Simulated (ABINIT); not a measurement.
Input of an ABINIT 10.8.3 (patched build) run:

The input run.abi:

```
# Pseudopotentials
pp_dirpath "./"
pseudos "As.GGA_PBE-JTH.xml, B.GGA_PBE-JTH.xml"

# Structure
acell 3.3778490937 3.3778490937 3.3778490937 Angstrom
rprim
     0.0000000000     0.7071067812     0.7071067812
     0.7071067812     0.0000000000     0.7071067812
     0.7071067812     0.7071067812     0.0000000000
ntypat 2
znucl 33 5
natom 2
typat 1 2
xred
     0.7500000000     0.7500000000     0.7500000000
     0.0000000000     0.0000000000     0.0000000000

# Plane-wave basis
ecut 489.804952 eV
pawecutdg 36.0
pawxcdev 0

# k points
kptopt 1
ngkpt 10 10 10
nshiftk 1
shiftk 0.0 0.0 0.0

# Exchange and correlation
ixc -120135

# Bands and occupations
nband 13
occopt 3
tsmear 0.00183747

# SCF cycle
nstep 100
tolvrs 1.0e-9

# Output
iomode 3
prtwf 0
prtden 0
prteig 0
prtebands 0
```

Potentials or basis: JTH PAW PBE v2.0.

The run is started by

```bash
$ abinit run.abi > log 2>&1
```

Question: Predict the band gap on the k mesh.

Answer: 1.12 eV, indirect (least direct gap 3.23 eV).

Question: What does it give for the pressure?

Answer: -0.9 GPa.

Caveat: the PAW data sets were made with another functional, which shifts forces and pressure a little. A k mesh can miss the band edges.
